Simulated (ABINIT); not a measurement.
Input of an ABINIT 10.8.3 (patched build) run:

File run.abi:

```
# Pseudopotentials
pp_dirpath "./"
pseudos "Ga.upf, P.upf"

# Structure
acell 3.8540855109 3.8540855109 3.8540855109 Angstrom
rprim
     0.0000000000     0.7071067812     0.7071067812
     0.7071067812     0.0000000000     0.7071067812
     0.7071067812     0.7071067812     0.0000000000
ntypat 2
znucl 31 15
natom 2
typat 1 2
xred
     0.0000000000     0.0000000000     0.0000000000
     0.7500000000     0.7500000000     0.7500000000

# Plane-wave basis
ecut 36.0

# k points
kptopt 1
ngkpt 6 6 6
nshiftk 1
shiftk 0.0 0.0 0.0

# Exchange and correlation
ixc 11

# Bands and occupations
nband 26
occopt 3
tsmear 0.05 eV

# Spin
nspinor 2
nspden 1
so_psp 2*1

# SCF cycle
nstep 100
tolvrs 1.0e-10

# Output
iomode 3
prtwf 0
prtden 0
prteig 0
prtebands 0
enunit 1
prtvol 2
```

Potentials or basis: PseudoDojo NC FR PBE v0.4 standard.

Launch:

```console
$ mpirun --bind-to none -np 4 abinit run.abi > log 2>&1
```

(1) What does it give for the pressure?

(2) Estimate the band gap on the k mesh.

Answers

(1) 1.7 GPa.

(2) 1.62 eV, indirect (least direct gap 1.79 eV).

**Experimental background.**

From “Stacking defects in GaP nanowires: Electronic structure and optical properties”, 2018, arxiv:1810.01194, for a bulk crystal of GaP at 10 K: band gap 2.34 eV (indirect).

Against the measured gap of GaP, 2.34 eV (indirect; 10 K; quoted in “Stacking defects in GaP nanowires: Electronic structure and optical properties”, 2018, arxiv:1810.01194), the calculated 1.62 eV is off by -0.72 eV. The value is that of PBE on a finite k mesh, which can miss the band edges, without temperature or zero-point motion. Semilocal functionals fall short of measured gaps as a rule.
